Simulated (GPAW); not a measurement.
# Cu in GPAW: notebook

One slab, Cu, is run at these levels: PBE; tasks: single point.

Everything below comes from runs of GPAW 26.7.0. Logs are shortened: lines on timing, memory, paths and dates and some standing lists are left out, and cuts for length are marked. The log counts tension as positive stress, the text compression.

## Step 1: The cell of the first run

The cell holds a slab with vacuum, 2 atoms: a = 2.534 Å, b = 2.534 Å, c = 17.056 Å, α = 90.00°, β = 90.00°, γ = 120.00°.

The slab is cut from a database's or a generator's crystal, which needn't be the stable form of the element.

## Step 2: Single point, PBE (the (0 0 1) slab of Cu, cut from the database cell, not relaxed)

Input file run.py:

```python
import numpy as np
from ase import Atoms
from ase.dft.bandgap import bandgap
from ase.io import write
from gpaw import GPAW, PW

atoms = Atoms(['Cu', 'Cu'],
              cell=[[2.5340966698, 0, 0.0],
                    [-1.2670483349, 2.1945920917, 0.0],
                    [0.0, 0.0, 17.056286]],
              scaled_positions=[[0.66666667, 0.33333334, 0.4397205816],
                                [0.33333333, 0.66666666, 0.5602793891]],
              pbc=True)
atoms.pbc = (True, True, False)

calc = GPAW(mode=PW(450),
            xc='PBE',
            kpts={'size': (12, 12, 1), 'gamma': True},
            occupations={'name': 'fermi-dirac', 'width': 0.05},
            nbands=23,
            convergence={'density': 1e-05, 'energy': 1e-05},
            maxiter=150,
            poissonsolver={'dipolelayer': 'xy'},
            txt='gpaw.txt')
atoms.calc = calc
energy = atoms.get_potential_energy()
forces = atoms.get_forces()
calc.write('gs.gpw')
write('result.traj', atoms)
print(f'Energy: {energy:.6f} eV')
print('Forces (eV/A):')
print(forces.round(4))
print('Fermi level:', round(calc.get_fermi_level(), 4), 'eV')
print(f'Gap: {bandgap(calc)[0]:.4f} eV, direct: {bandgap(calc, direct=True)[0]:.4f} eV')

v = calc.get_electrostatic_potential().mean(axis=(0, 1))
z = np.arange(len(v)) * atoms.cell[2, 2] / len(v)
ef = calc.get_fermi_level()
np.savetxt('planar.dat', np.c_[z, v], fmt='%.4f')
below, above = np.interp([1.5, atoms.cell[2, 2] - 1.5], z, v) - ef
print(f'Work functions: bottom {below:.4f} eV, top {above:.4f} eV')
print('Dipole moment:', *calc.get_dipole_moment().round(5), 'e A')
```

Potentials or basis: GPAW PAW data sets (gpaw-data 1.2.1), pw.

Command:

```console
$ OMP_NUM_THREADS=1 python run.py
```

gpaw.txt:

```text
__  _  _
 | _ |_)|_||  |
 |__||  | ||/\| - 26.7.0

Input parameters:
  mode=PW(ecut=450.00000000000006),
  convergence={'density': 1e-05, 'energy': 1e-05},
  kpts=MonkhorstPack(size=(12, 12, 1), gamma=True),
  maxiter=150,
  nbands=23,
  occupations=Occupations(name='fermi-dirac', width=0.05),
  poissonsolver=PoissonSolver(dipolelayer='xy'),
  xc=XC(name='PBE')

Diagonalizing LCAO Hamiltonian
Converting LCAO to pw mode

        Cu

          Cu

Atoms  # Å, Bohr magnetons
|   | symbol |         x |        y |        z |    initial magnetic moments |
|---|--------|-----------|----------|----------|-----------------------------|
| 0 |     Cu |  1.267048 | 0.731531 | 7.500000 | ( 0.0000,  0.0000,  0.0000) |
| 1 |     Cu | -0.000000 | 1.463061 | 9.556286 | ( 0.0000,  0.0000,  0.0000) |

Unit cell  # Å
| periodic |         x |        y |         z |   lengths |     angles |
|----------|-----------|----------|-----------|-----------|------------|
|      yes |  2.534097 | 0.000000 |  0.000000 |  2.534097 |  90.000000 |
|      yes | -1.267048 | 2.194592 |  0.000000 |  2.534097 |  90.000000 |
|       no |  0.000000 | 0.000000 | 17.056286 | 17.056286 | 120.000000 |

Number of symmetries: 12
Symmetry operations  # r_c * U_cc + t_c -> r_c
|    | kind |            matrix            |
|----|------|------------------------------|
|  0 |  σ   |  1, 1, 0,  0,-1, 0,  0, 0, 1 |
|  1 |  S6  |  1, 1, 0, -1, 0, 0,  0, 0,-1 |
|  2 |  E   |  1, 0, 0,  0, 1, 0,  0, 0, 1 |
|  3 |  C2  |  1, 0, 0, -1,-1, 0,  0, 0,-1 |
|  4 |  C2  |  0, 1, 0,  1, 0, 0,  0, 0,-1 |
|  5 |  C3  |  0, 1, 0, -1,-1, 0,  0, 0, 1 |
|  6 |  S6  |  0,-1, 0,  1, 1, 0,  0, 0,-1 |
|  7 |  σ   |  0,-1, 0, -1, 0, 0,  0, 0, 1 |
|  8 |  σ   | -1, 0, 0,  1, 1, 0,  0, 0, 1 |
|  9 |  i   | -1, 0, 0,  0,-1, 0,  0, 0,-1 |
| 10 |  C3  | -1,-1, 0,  1, 0, 0,  0, 0, 1 |
| 11 |  C2  | -1,-1, 0,  0, 1, 0,  0, 0,-1 |

BZ-sampling:
  Number of BZ points: 144
  Number of IBZ points: 19

  Monkhorst-Pack size: [12, 12, 1]
  Monkhorst-Pack shift: [0.041666666666666664, 0.041666666666666664, 0.0]

K-points  # in reciprocal-cell coordinates
|     |                                coordinates |     weight |
|-----|--------------------------------------------|------------|
|   0 | ( -0.00000000,  -0.00000000,   0.00000000) | 0.00694444 |
|   1 | (  0.08333333,  -0.00000000,   0.00000000) | 0.04166667 |
|   2 | (  0.16666667,  -0.08333333,   0.00000000) | 0.04166667 |
|   3 | (  0.16666667,  -0.00000000,   0.00000000) | 0.04166667 |
|   4 | (  0.25000000,  -0.08333333,   0.00000000) | 0.08333333 |
|   5 | (  0.25000000,  -0.00000000,   0.00000000) | 0.04166667 |
|   6 | (  0.33333333,  -0.16666667,   0.00000000) | 0.04166667 |
|   7 | (  0.33333333,  -0.08333333,   0.00000000) | 0.08333333 |
|   8 | (  0.33333333,  -0.00000000,   0.00000000) | 0.04166667 |
|   9 | (  0.33333333,   0.33333333,   0.00000000) | 0.01388889 |
| ... |                                            |            |
|  18 | (  0.50000000,   0.50000000,   0.00000000) | 0.02083333 |

Plane wave coefficients: 2141
Cutoff: 450.00000000000006 eV

Spin-components: 1 (collinear spins)
Bands:           23
Projectors:      12
Spin-degeneracy: 2
Datatype:        complex128

Parallelization:
  kpt:    1
  domain: 1
  band:   1

Density:
  Valence electrons: 22.0
  Components: 1
  Grid points: [14 14 84]
  Charge: 0.0  # |e|

Potential:
  Grid points: [14 14 84]

species:
  Cu:
    name:    Copper
    Z:       29.0
    valence: 11
    core:    18
    charge:  0.0  # [|e|]
    compensation charges:
      type: gauss
      rc: 0.33  # [Å]
      lmax: 2
    cutoffs:
      filter: 2.06  # [Å]
      core: 2.43  # [Å]
    projectors
    | kind |    occ | energy [eV] | rcut [Å] |
    |------|--------|-------------|----------|
    |   4s |  1.000 |      -4.609 |    1.164 |
    |   4p |  0.000 |      -0.698 |    1.164 |
    |   3d | 10.000 |      -5.039 |    1.058 |
    |    s |        |      22.603 |    1.164 |
    |    p |        |      26.513 |    1.164 |
    |    d |        |      22.172 |    1.058 |

    Using partial waves for Cu as LCAO basis

Reference energy: -90042.903682  # eV

eigensolver:
  PPCG
  Converge bands: occupied
  niter=2

density mixing:
  MSR1-Mixer
  Pratt-step length: 0.05
  Maximum mixing coefficient: 0.75
  Old densities: 10
  SVD Regularization: 0.005
  Good broyden scale: 1.0
  Trust region scale: 1.0
  Backstep threshold: 4.0
  History deletion threshold: 6.0
  Fourier metric: weight=20.0, sigma=0.015

occupation numbers:
  Fermi-Dirac:
    width: 0.0500  # eV

<gpaw.new.pw.poisson.DipoleLayerPWPoissonSolver object>
xc functional:
  name: PBE with 2 nearest neighbor stencil

convergence criteria:
- Maximum integral of absolute [dens]ity change: 1e-05 electrons / valence electron
- Maximum [total energy] change in last 3 cyles: 1e-05 eV / valence electron
- Maximum integral of absolute [eigenst]ate change: 4e-08 eV^2 / valence electron
maximum number of iterations: 150

SCF iterations
|iter     | |      energy | eigst |  dens |
|---------|-|-------------|-------|-------|
|iter:   1| |   -7.934073 | +0.02 |       |
|iter:   2| |   -7.250517 | -2.11 | -0.90 |
|iter:   3| |   -6.393338 | -1.48 | -1.03 |
|iter:   4| |   -6.365879 | -2.88 | -1.65 |
|iter:   5| |   -6.354888 | -3.91 | -1.92 |
|iter:   6| |   -6.352517 | -4.15 | -2.32 |
|iter:   7| |   -6.352518 | -5.84 | -3.43 |
|iter:   8| |   -6.352519c| -6.68 | -3.76 |
|iter:   9| |   -6.352519c| -7.99c| -4.35 |
|iter:  10| |   -6.352520c| -8.64c| -4.64 |
|iter:  11| |   -6.352520c| -9.03c| -5.68c|

Converged in 11 steps
Energy contributions relative to reference atoms: (reference = -90042.903682)

Energy contributions:
  Kinetic:         -24.419730
  Coulomb:          18.751893
  Zero:              0.258520
  External:          0.000000
  Xc:               -0.939892
  Entropy:          -0.006621
  Spinorbit:         0.000000
  ----------------------------
  Free energy:      -6.355830
  Extrapolated:     -6.352520

dipole moment: (-0.000000, -0.000001, -0.000008)  # |e|*Ang

Fermi level: -1.489
Eigenvalues  # (at kpt = [-0.000, -0.000, 0.000])
| band index |      eig [eV] | occ [0-2] |
|------------|---------------|-----------|
|          0 |        -9.720 |     2.000 |
|        ... |               |           |
|          4 |        -4.396 |     2.000 |
|          5 |        -4.315 |     2.000 |
|          6 |        -4.315 |     2.000 |
|          7 |        -3.588 |     2.000 |
|          8 |        -3.555 |     2.000 |
|          9 |        -3.555 |     2.000 |
[... 8 lines left out ...]
|         18 |         8.303 |     0.000 |
|         19 |        12.423 |     0.000 |
|        ... |               |           |
|         22 |        18.339 |     0.000 |

No gap
No difference between direct/indirect transitions
vacuum-level: 3.283  # V
Workfunctions: 4.772, 4.772 eV (top, bottom)

Forces  # eV/Ang
|        x |       y |        z |
|----------|---------|----------|
|  0.00000 | 0.00000 | -0.37051 |  # Cu   0
| -0.00000 | 0.00000 |  0.37051 |  # Cu   1

# Writing to gs.gpw (mode='')
```

It took 19 s on 1 thread of AMD EPYC 7R43 (Zen 3), shared host; peak memory 0.16 GiB.

What came out:

| Item | Value |
| --- | --- |
| Free energy | -6.3558 eV |
| Largest force | 0.371 eV/Å |
| Band gap on the k mesh | none (metal or under the smearing width) |
| Dipole across the slab | 0.00 e·Å |
| Work function of the upper face | 4.77 eV |
| Work function of the lower face | 4.77 eV |

Forces in eV/Å, atoms in the order of the input:
```
Cu   0.000  0.000 -0.371
Cu   0.000  0.000  0.371
```

## Step 3: Single point, PBE (the (0 0 1) slab of Cu, cut from the database cell, not relaxed)

Changes to run.py since step 2:

```diff
@@ -6,8 +6,9 @@
 
-atoms = Atoms(['Cu', 'Cu'],
+atoms = Atoms(['Cu', 'Cu', 'Cu'],
               cell=[[2.5340966698, 0, 0.0],
                     [-1.2670483349, 2.1945920917, 0.0],
-                    [0.0, 0.0, 17.056286]],
-              scaled_positions=[[0.66666667, 0.33333334, 0.4397205816],
-                                [0.33333333, 0.66666666, 0.5602793891]],
+                    [0.0, 0.0, 19.112571]],
+              scaled_positions=[[0.66666667, 0.33333334, 0.3924118843],
+                                [0.33333333, 0.66666666, 0.5],
+                                [0.66666667, 0.33333334, 0.6075881157]],
               pbc=True)
@@ -19,3 +20,3 @@
             occupations={'name': 'fermi-dirac', 'width': 0.05},
-            nbands=23,
+            nbands=33,
             convergence={'density': 1e-05, 'energy': 1e-05},
```

Potentials or basis: GPAW PAW data sets (gpaw-data 1.2.1), pw.

Command:

```console
$ OMP_NUM_THREADS=1 python run.py
```

Wall time 34 s (1 thread of AMD EPYC 7R43 (Zen 3), shared host); peak memory 0.17 GiB.

The run converged. Its results:

```
Free energy                     : -9.9284 eV
Largest force                   : 0.241 eV/Å
Band gap on the k mesh          : none (metal or under the smearing width)
Dipole across the slab          : 0.00 e·Å
Work function of the upper face : 4.77 eV
Work function of the lower face : 4.77 eV
```

Forces in eV/Å, atoms in the order of the input:
```
Cu   0.000  0.000 -0.241
Cu   0.000  0.000  0.000
Cu   0.000  0.000  0.241
```

Levels at points of the mesh, in eV from the Fermi level:
```
           k point  band 15  band 16  band 17  band 18  band 19  band 20
(0.00, 0.00, 0.00)    -1.75    -1.63    -1.63    -1.54    -0.11     4.20
(0.50, 0.50, 0.00)    -1.32     0.15     0.99     1.63     4.95     5.78
```

## Step 4: Single point, PBE (the (0 0 1) slab of Cu, cut from the database cell, not relaxed)

Changes to run.py since step 3:

```diff
@@ -6,9 +6,10 @@
 
-atoms = Atoms(['Cu', 'Cu', 'Cu'],
+atoms = Atoms(['Cu', 'Cu', 'Cu', 'Cu'],
               cell=[[2.5340966698, 0, 0.0],
                     [-1.2670483349, 2.1945920917, 0.0],
-                    [0.0, 0.0, 19.112571]],
-              scaled_positions=[[0.66666667, 0.33333334, 0.3924118843],
-                                [0.33333333, 0.66666666, 0.5],
-                                [0.66666667, 0.33333334, 0.6075881157]],
+                    [0.0, 0.0, 21.168856]],
+              scaled_positions=[[0.66666667, 0.33333334, 0.3542940629],
+                                [0.33333333, 0.66666666, 0.4514313622],
+                                [0.66666667, 0.33333334, 0.5485686614],
+                                [0.33333333, 0.66666666, 0.6457059607]],
               pbc=True)
@@ -20,3 +21,3 @@
             occupations={'name': 'fermi-dirac', 'width': 0.05},
-            nbands=33,
+            nbands=42,
             convergence={'density': 1e-05, 'energy': 1e-05},
```

Command:

```console
$ OMP_NUM_THREADS=1 python run.py
```

It took 47 s on 1 thread of AMD EPYC 7R43 (Zen 3), shared host; peak memory 0.19 GiB.

It converged, with:

```
Free energy                     : -13.5631 eV
Largest force                   : 0.256 eV/Å
Band gap on the k mesh          : none (metal or under the smearing width)
Dipole across the slab          : 0.00 e·Å
Work function of the upper face : 4.78 eV
Work function of the lower face : 4.78 eV
```

Forces in eV/Å, atoms in the order of the input:
```
Cu   0.000  0.000 -0.256
Cu   0.000  0.000 -0.004
Cu   0.000  0.000  0.004
Cu   0.000  0.000  0.256
```

Levels at points of the mesh, in eV from the Fermi level:
```tsv
k point	band 19	band 20	band 21	band 22	band 23	band 24	band 25	band 26
(0.00, 0.00, 0.00)	-1.96	-1.71	-1.71	-1.66	-1.66	-1.25	-0.27	4.31
(0.50, 0.50, 0.00)	-1.40	-1.39	0.05	0.39	1.26	1.64	5.03	5.19
```

(Continued in part 2 of 2.)
